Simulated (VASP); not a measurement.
# Sc (Fm-3m) in VASP: further runs

One crystal, Sc, is run at these levels: SCAN, LMBJ, PBEsol+D3(BJ), revPBE+D4; tasks: electric field gradients, optical spectrum, elastic constants, equation of state.

Program: VASP 6.6.1. These are calculated values, not measurements. Logs are shortened: lines on timing, memory, paths and dates and some standing lists are left out, and cuts for length are marked.

## Step 1: The crystal as given

Symmetry: Fm-3m, No. 225, cubic system. Conventional cell: a = 4.520 Å, b = 4.520 Å, c = 4.520 Å, α = 90.00°, β = 90.00°, γ = 90.00°. Around Sc (site symmetry m-3m) lie 12 Sc at 3.20 Å.

This isn't the form of Sc at room conditions, which is hcp.

## Step 2: Electric field gradients, SCAN

INCAR

```
PREC = Accurate
ENCUT = 520
EDIFF = 1E-8
ISMEAR = -5
SIGMA = 0.05
LREAL = F
LASPH = T
NELM = 80
ALGO = Normal
ISIF = 2
LWAVE = F
LCHARG = F
METAGGA = SCAN
LMIXTAU = T
LEFG = T
```

Sc.cif

```cif
data_Sc
_cell_length_a 4.52000000
_cell_length_b 4.52000000
_cell_length_c 4.52000000
_cell_angle_alpha 90.00000000
_cell_angle_beta 90.00000000
_cell_angle_gamma 90.00000000
_space_group_name_H-M_alt 'Fm-3m'
_space_group_name_Hall '-F 4 2 3'
_space_group_IT_number 225
loop_
_space_group_symop_operation_xyz
'x,y,z'
'-x,-y,-z'
'-y,x,z'
'y,-x,-z'
'-x,-y,z'
'x,y,-z'
'y,-x,z'
'-y,x,-z'
'x,-y,-z'
'-x,y,z'
'-y,-x,-z'
'y,x,z'
'-x,y,-z'
'x,-y,z'
'y,x,-z'
'-y,-x,z'
'z,x,y'
'-z,-x,-y'
'z,-y,x'
'-z,y,-x'
'z,-x,-y'
'-z,x,y'
'z,y,-x'
'-z,-y,x'
'-z,x,-y'
'z,-x,y'
'-z,-y,-x'
'z,y,x'
'-z,-x,y'
'z,x,-y'
'-z,y,x'
'z,-y,-x'
'y,z,x'
'-y,-z,-x'
'x,z,-y'
'-x,-z,y'
'-y,z,-x'
'y,-z,x'
'-x,z,y'
'x,-z,-y'
'-y,-z,x'
'y,z,-x'
'-x,-z,-y'
'x,z,y'
'y,-z,-x'
'-y,z,x'
'x,-z,y'
'-x,z,-y'
'x,y+1/2,z+1/2'
'-x,-y+1/2,-z+1/2'
'-y,x+1/2,z+1/2'
[... 62 lines left out ...]
'-z+1/2,-x,-y+1/2'
'z+1/2,-y,x+1/2'
'-z+1/2,y,-x+1/2'
'z+1/2,-x,-y+1/2'
'-z+1/2,x,y+1/2'
'z+1/2,y,-x+1/2'
'-z+1/2,-y,x+1/2'
'-z+1/2,x,-y+1/2'
'z+1/2,-x,y+1/2'
'-z+1/2,-y,-x+1/2'
'z+1/2,y,x+1/2'
'-z+1/2,-x,y+1/2'
'z+1/2,x,-y+1/2'
'-z+1/2,y,x+1/2'
'z+1/2,-y,-x+1/2'
'y+1/2,z,x+1/2'
'-y+1/2,-z,-x+1/2'
'x+1/2,z,-y+1/2'
'-x+1/2,-z,y+1/2'
'-y+1/2,z,-x+1/2'
'y+1/2,-z,x+1/2'
'-x+1/2,z,y+1/2'
'x+1/2,-z,-y+1/2'
'-y+1/2,-z,x+1/2'
'y+1/2,z,-x+1/2'
'-x+1/2,-z,-y+1/2'
'x+1/2,z,y+1/2'
'y+1/2,-z,-x+1/2'
'-y+1/2,z,x+1/2'
'x+1/2,-z,y+1/2'
'-x+1/2,z,-y+1/2'
'x+1/2,y+1/2,z'
'-x+1/2,-y+1/2,-z'
'-y+1/2,x+1/2,z'
'y+1/2,-x+1/2,-z'
'-x+1/2,-y+1/2,z'
'x+1/2,y+1/2,-z'
'y+1/2,-x+1/2,z'
'-y+1/2,x+1/2,-z'
'x+1/2,-y+1/2,-z'
'-x+1/2,y+1/2,z'
'-y+1/2,-x+1/2,-z'
'y+1/2,x+1/2,z'
'-x+1/2,y+1/2,-z'
'x+1/2,-y+1/2,z'
'y+1/2,x+1/2,-z'
'-y+1/2,-x+1/2,z'
'z+1/2,x+1/2,y'
'-z+1/2,-x+1/2,-y'
'z+1/2,-y+1/2,x'
'-z+1/2,y+1/2,-x'
'z+1/2,-x+1/2,-y'
'-z+1/2,x+1/2,y'
'z+1/2,y+1/2,-x'
'-z+1/2,-y+1/2,x'
'-z+1/2,x+1/2,-y'
'z+1/2,-x+1/2,y'
'-z+1/2,-y+1/2,-x'
'z+1/2,y+1/2,x'
'-z+1/2,-x+1/2,y'
'z+1/2,x+1/2,-y'
'-z+1/2,y+1/2,x'
'z+1/2,-y+1/2,-x'
'y+1/2,z+1/2,x'
'-y+1/2,-z+1/2,-x'
'x+1/2,z+1/2,-y'
'-x+1/2,-z+1/2,y'
'-y+1/2,z+1/2,-x'
'y+1/2,-z+1/2,x'
'-x+1/2,z+1/2,y'
'x+1/2,-z+1/2,-y'
'-y+1/2,-z+1/2,x'
'y+1/2,z+1/2,-x'
'-x+1/2,-z+1/2,-y'
'x+1/2,z+1/2,y'
'y+1/2,-z+1/2,-x'
'-y+1/2,z+1/2,x'
'x+1/2,-z+1/2,y'
'-x+1/2,z+1/2,-y'
loop_
_atom_site_label
_atom_site_type_symbol
_atom_site_symmetry_multiplicity
_atom_site_Wyckoff_symbol
_atom_site_fract_x
_atom_site_fract_y
_atom_site_fract_z
_atom_site_occupancy
Sc1 Sc 4 a 0.0000000000 0.0000000000 0.0000000000 1
```

KPOINTS

```
Automatic mesh
0
Gamma
  6 6 6
```

POSCAR

```
Sc
 1.0000000000000000
     4.5199999999999996    0.0000000000000000    0.0000000000000000
     0.0000000000000000    4.5199999999999996    0.0000000000000000
     0.0000000000000000    0.0000000000000000    4.5199999999999996
 Sc 
   4
Cartesian
  0.0000000000000000  0.0000000000000000  0.0000000000000000
  0.0000000000000000  2.2599999999999998  2.2599999999999998
  2.2599999999999998  0.0000000000000000  2.2599999999999998
  2.2599999999999998  2.2599999999999998  0.0000000000000000
```

Potentials or basis: VASP PAW PBE potentials, release 64 (Sc_sv).

Launch:

```sh
> ase convert -i cif -o vasp Sc.cif POSCAR
> cat potpaw_PBE.64/Sc_sv/POTCAR > POTCAR
> mpirun -np 1 vasp_std > vasp.out
```

OUTCAR:

```text
PREC = Accurate
   ENCUT = 520
   EDIFF = 1E-8
   ISMEAR = -5
   LREAL = F
   LASPH = T
   NELM = 80
   ISIF = 2
   METAGGA = SCAN

 ion  position               nearest neighbor table
   1  0.000  0.000  0.000-   2 3.20   3 3.20   4 3.20   2 3.20   3 3.20   2 3.20   4 3.20   2 3.20
                             3 3.20   4 3.20   3 3.20   4 3.20
   2  0.000  0.500  0.500-   1 3.20   3 3.20   4 3.20   1 3.20   4 3.20   1 3.20   3 3.20   1 3.20
                             3 3.20   4 3.20   4 3.20   3 3.20
   3  0.500  0.000  0.500-   1 3.20   2 3.20   4 3.20   1 3.20   4 3.20   2 3.20   4 3.20   4 3.20
                             1 3.20   2 3.20   1 3.20   2 3.20
   4  0.500  0.500  0.000-   1 3.20   2 3.20   3 3.20   2 3.20   3 3.20   1 3.20   3 3.20   3 3.20
                             1 3.20   2 3.20   2 3.20   1 3.20

  LATTYP: Found a simple cubic cell.
 ALAT       =     4.5200000000

  Lattice vectors:

 A1 = (   4.5200000000,   0.0000000000,   0.0000000000)
 A2 = (   0.0000000000,   4.5200000000,   0.0000000000)
 A3 = (   0.0000000000,   0.0000000000,   4.5200000000)

Analysis of symmetry for initial positions (statically):
=====================================================================
 Subroutine PRICEL returns following result:

  LATTYP: Found a face centered cubic cell.
 ALAT       =     4.5200000000

  Lattice vectors:

 A1 = (   2.2600000000,  -2.2600000000,   0.0000000000)
 A2 = (   2.2600000000,   0.0000000000,   2.2600000000)
 A3 = (   0.0000000000,  -2.2600000000,   2.2600000000)

   4 primitive cells build up your supercell.

 Routine SETGRP: Setting up the symmetry group for a
 simple cubic supercell.

 Subroutine GETGRP returns: Found 48 space group operations
 (whereof 48 operations were pure point group operations)
 out of a pool of 48 trial point group operations.

The static configuration has the point symmetry O_h .

Analysis of symmetry for dynamics (positions and initial velocities):
=====================================================================
 Subroutine PRICEL returns following result:

  LATTYP: Found a face centered cubic cell.
 ALAT       =     4.5200000000

  Lattice vectors:
[... 153 lines left out ...]
  ext. energy  EPLUGINS =         0.00000000
  ---------------------------------------------------
  free energy    TOTEN  =       -56.50462246 eV

  energy without entropy =      -56.50462246  energy(sigma->0) =      -56.50462246

 E-fermi :   4.1647     XC(G=0): -10.8649

 val. band max:        4.2580296048   @ k =   0.5000   0.1667   0.0000
 cond. band min:       4.1072087359   @ k =   0.3333   0.3333   0.1667
 fundamental gap:     -0.1508208689
 Fermi energy:         4.1647150552

 k-point     1 :       0.0000    0.0000    0.0000
  band No.  band energies     occupation
      1     -47.2803      2.00000
      2     -47.1731      2.00000
      3     -47.1731      2.00000
      4     -47.1731      2.00000
      5     -25.1004      2.00000
      6     -25.1004      2.00000
[... 569 lines left out ...]
     25       5.9078      0.00000
     26       5.9078      0.00000

------------------------ aborting loop because EDIFF is reached ----------------------------------------

  FORCE on cell =-STRESS in cart. coord.  units (eV):
  Direction    XX          YY          ZZ          XY          YZ          ZX
  --------------------------------------------------------------------------------------
  -------------------------------------------------------------------------------------
  Total        2.6688149      2.6688149      2.6688149     -0.0000000      0.0000000     -0.0000000
  in kB       46.3034910     46.3034910     46.3034910     -0.0000000      0.0000000     -0.0000000
  external PRESSURE =      46.3034910 kB  Pullay stress =       0.0000000 kB

 VOLUME and BASIS-vectors are now :
 -----------------------------------------------------------------------------
  energy-cutoff  :      520.00
  volume of cell :       92.35
      direct lattice vectors                 reciprocal lattice vectors
     4.520000000  0.000000000  0.000000000     0.221238938  0.000000000  0.000000000
     0.000000000  4.520000000  0.000000000     0.000000000  0.221238938  0.000000000
     0.000000000  0.000000000  4.520000000     0.000000000  0.000000000  0.221238938

 POSITION                                       TOTAL-FORCE (eV/Angst)
 -----------------------------------------------------------------------------------
      0.00000      0.00000      0.00000         0.000000      0.000000      0.000000
      0.00000      2.26000      2.26000        -0.000000      0.000000      0.000000
      2.26000      0.00000      2.26000        -0.000000     -0.000000     -0.000000
      2.26000      2.26000      0.00000         0.000000     -0.000000     -0.000000
 -----------------------------------------------------------------------------------
    total drift:                                0.000000      0.000000      0.000000

  FREE ENERGIE OF THE ION-ELECTRON SYSTEM (eV)
  ---------------------------------------------------
  free  energy   TOTEN  =       -56.5046224631 eV

  energy  without entropy=      -56.5046224631  energy(sigma->0) =      -56.50462246

 Electric field gradients (V/A^2)
---------------------------------------------------------------------
 ion       V_xx      V_yy      V_zz      V_xy      V_xz      V_yz
---------------------------------------------------------------------
   1      -0.000    -0.000    -0.000     0.000     0.000     0.000
   2      -0.000    -0.000    -0.000     0.000    -0.000    -0.000
   3      -0.000    -0.000    -0.000     0.000     0.000    -0.000
   4      -0.000    -0.000    -0.000    -0.000     0.000     0.000
---------------------------------------------------------------------

 Electric field gradients after diagonalization (V/A^2)
 (convention: |V_zz| > |V_xx| > |V_yy|)
----------------------------------------------------------------------
 ion       V_xx      V_yy      V_zz     asymmetry (V_yy - V_xx)/ V_zz
----------------------------------------------------------------------
   1      -0.000    -0.000    -0.000      -0.272
   2      -0.000    -0.000    -0.000      -0.244
   3      -0.000    -0.000    -0.000      -0.260
   4      -0.000    -0.000    -0.000      -0.284
----------------------------------------------------------------------

           NMR quadrupolar parameters

 Cq : quadrupolar parameter    Cq=e*Q*V_zz/h
 eta: asymmetry parameters     (V_yy - V_xx)/ V_zz
 Q  : nuclear electric quadrupole moment in mb (millibarn)
----------------------------------------------------------------------
 ion       Cq(MHz)       eta       Q (mb)
----------------------------------------------------------------------
   1      -0.000      -0.272       1.000
   2      -0.000      -0.244       1.000
   3      -0.000      -0.260       1.000
   4      -0.000      -0.284       1.000
----------------------------------------------------------------------
```

Wall time 5.5 min (1 thread of Intel Xeon Platinum 8488C (Sapphire Rapids), shared host); peak memory 0.21 GiB.

Results:

| Quantity | Value |
| --- | --- |
| Free energy | -56.5046 eV |
| Pressure | 4.6 GPa |
| Band gap on the k mesh | none (metal or under the smearing width) |

Levels at points of the mesh, in eV from the Fermi level:
| k point | band 19 | band 20 | band 21 | band 22 | band 23 | band 24 | band 25 | band 26 |
| --- | --- | --- | --- | --- | --- | --- | --- | --- |
| (0.00, 0.00, 0.00) | -1.72 | -1.72 | -0.68 | -0.68 | -0.68 | 1.86 | 1.86 | 1.86 |
| (0.50, 0.00, 0.00) | -0.76 | -0.76 | 0.27 | 0.27 | 0.27 | 0.27 | 0.41 | 0.41 |
| (0.50, 0.50, 0.00) | -1.96 | -1.96 | 0.42 | 0.42 | 0.42 | 0.42 | 0.84 | 0.84 |
| (0.50, 0.50, 0.50) | -1.90 | -1.90 | 0.22 | 0.22 | 0.22 | 0.22 | 1.74 | 1.74 |

Electric field gradients, principal values (V/Å²):
| atom | Vxx | Vyy | Vzz |
| --- | --- | --- | --- |
| 1 Sc | 0.000 | 0.000 | 0.000 |
| 2 Sc | 0.000 | 0.000 | 0.000 |
| 3 Sc | 0.000 | 0.000 | 0.000 |
| 4 Sc | 0.000 | 0.000 | 0.000 |

Caveat: the PAW data sets were made with another functional, which shifts forces and pressure a little; tetrahedron occupations give inexact forces and stress in metals.

[end of part 1 of 3]
